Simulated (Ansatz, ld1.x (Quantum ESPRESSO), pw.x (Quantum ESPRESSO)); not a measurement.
## From atom to crystal: TM potential for In (Z = 49)

| Item | Value |
| --- | --- |
| Element | indium |
| Generator | ld1.x (Quantum ESPRESSO) 7.5 |
| Type | norm-conserving Troullier–Martins (Kleinman–Bylander form) |
| Functional | PBE |
| Relativity | scalar-relativistic |
| Frozen core | [Kr] 4d10 |
| Valence charge | 3 |
| Reference configuration | 5s2 5p1 |
| Partial waves | 5p (bound): rc 1.95 bohr; 5d channel at -0.15 Ry: rc 1.80 bohr; 5s (bound): rc 1.85 bohr |
| Local potential | the s channel |
| Core correction | none |

Crystal test: bcc In in pw.x 7.5, no spin, 12³ k-points, Fermi–Dirac smearing 0.01 Ry, cutoffs 55/220 Ry. The reference is all-electron LAPW (Ansatz 0.2.0) with the same functional, mesh and smearing; V0 and B0 come from Birch–Murnaghan fits to the pressures at five volumes. Errors are pseudo minus all-electron; Δ is the rms difference of the E(V) curves that follow from these fits, minima aligned, over ±6 % about the mean V0. Mesh and smearing are coarse, so the numbers serve the comparison and aren't converged zero-temperature values; the lattice is a test structure that the element need not adopt.

```json
{"V (Å³/atom)": "26.725", "P all-electron (GPa)": "1.56", "P pseudo (GPa)": "-10.04"}
{"V (Å³/atom)": "27.429", "P all-electron (GPa)": "0.54", "P pseudo (GPa)": "-10.03"}
{"V (Å³/atom)": "28.132", "P all-electron (GPa)": "-0.33", "P pseudo (GPa)": "-9.99"}
{"V (Å³/atom)": "28.835", "P all-electron (GPa)": "-1.07", "P pseudo (GPa)": "-9.92"}
{"V (Å³/atom)": "29.539", "P all-electron (GPa)": "-1.70", "P pseudo (GPa)": "-9.83"}
```

All-electron: a0 = 3.819 Å (V0 = 27.85 Å³/atom), B0 = 33.9 GPa.

Pseudopotential: mean pressure error (GPa): -9.76. The pressure does not cross zero within the volumes sampled, so no fit is given. This is a poor potential for the solid. The pseudo pressure rises with volume over the whole range, a mechanical instability. The logarithmic derivative shows an extra or strongly shifted pseudo pole above the reference energy (d near 0.03 Ry).

Task: At the middle volume, how do free energy and pressure move when the wave cutoff is lowered (ecutrho kept at four times it)?

Result:

```tsv
cutoff (Ry)	shift of F (meV/atom)	shift of P (GPa)
25	+58.0	-1.00
33	+26.3	-0.08
44	+7.9	-0.23
```

The run at the middle volume (72 k-points, 5 iterations) took about 7.6 s on one core of a shared host (Neoverse-V1, 32 threads, 247 GiB, load 24).
